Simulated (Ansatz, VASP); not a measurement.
## One calculation of IrO2 (lda), two programs

```
Ir O
1.0
     4.43285    0.00000    0.00000
     0.00000    4.43285    0.00000
     0.00000    0.00000    3.13782
Ir O
2 4
Direct
  0.00000 0.00000 0.00000
  0.50000 0.50000 0.50000
  0.30910 0.30910 0.00000
  0.19090 0.80910 0.50000
  0.69090 0.69090 0.00000
  0.80910 0.19090 0.50000
```

Alike in both runs: functional LDA; k mesh 4 × 4 × 6; occupations gaussian, width 0.1 eV; no spin polarisation.

Ansatz relaxed the structure, and its values are those at the end. VASP's run is a single point on that final structure, the one shown.

|  | VASP | Ansatz |
| --- | --- | --- |
| version | VASP 6.6.1 | Ansatz 0.2.0 |
| potentials or method | VASP PAW LDA potentials, release 64 (Ir, O) | scalar-relativistic, plane waves, PAW |
| plane-wave cutoff (eV) | 520 | 420 |
| valence electrons in the cell | 42 | 58 |

|  | VASP | Ansatz | Ansatz less VASP |
| --- | --- | --- | --- |
| gap on the k mesh at the Fermi level (eV) | none | none | - |
| pressure (GPa) | 4.0 | -0.2 | -4.18 |
| rms of the force components (eV/Å) | 0.003 | 0.004 | +0.0012 |

A gap of «none» marks a metal or a gap that the smearing closes. One of these differences is far larger than is usual between the two programs; its cause wasn't traced. The two sets of potentials don't hold the same shells in valence. Ansatz warned: «pseudo_functional_mismatch».

Spin-orbit coupling is left out, which matters for the levels of Ir.
